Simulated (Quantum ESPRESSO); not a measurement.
ZnS under changes of volume

One of the cells (19.727 Å³/atom); the others are scaled copies at fixed shape and fractional positions:

```
CELL_PARAMETERS angstrom
0.00000 2.70200 2.70200
2.70200 0.00000 2.70200
2.70200 2.70200 0.00000
ATOMIC_POSITIONS crystal
Zn 0.75000 0.75000 0.75000
S 0.00000 0.00000 0.00000
```

* Program: Quantum ESPRESSO 7.5
* Functional: PBE
* Potentials or basis: SSSP 1.3 efficiency PBE
* Cutoff: 748 eV
* Density cutoff: 5987 eV
* k mesh: 9 × 9 × 9
* Occupations: fermi-dirac, width 0.05 eV
* Spin: no spin polarisation

```tsv
volume (Å³/atom)	energy over the lowest point (meV/atom)	pressure (GPa)	gap on the mesh (eV)
18.543	34.08	7.1	2.38
18.938	18.99	5.1	2.28
19.332	8.59	3.3	2.19
19.727	2.40	1.7	2.11
20.121	0.00	0.2	2.02
20.516	1.01	-1.1	1.94
20.910	?	?	?
```

Problem. What does the run at 20.910 Å³/atom give?

Solution. Energy over the lowest point 5.08 meV/atom; pressure -2.3 GPa; gap on the mesh 1.86 eV.

Worked out: A Birch-Murnaghan fit of order 3 (a polynomial in V^(-2/3)) to the other rows has its minimum at 20.20 Å³/atom with B0 = V·E''(V) = 70 GPa and B' = 4.3. It gives 5.09 meV/atom at 20.910 Å³/atom, against the run's 5.08, and -dE/dV = -2.2 GPa, against -2.3. A straight line through the other rows of the gap, of slope -4.33 eV per unit of ln V (its deformation potential), extrapolates to 1.86 eV, against the run's 1.86.

Energies are extrapolated to zero smearing.
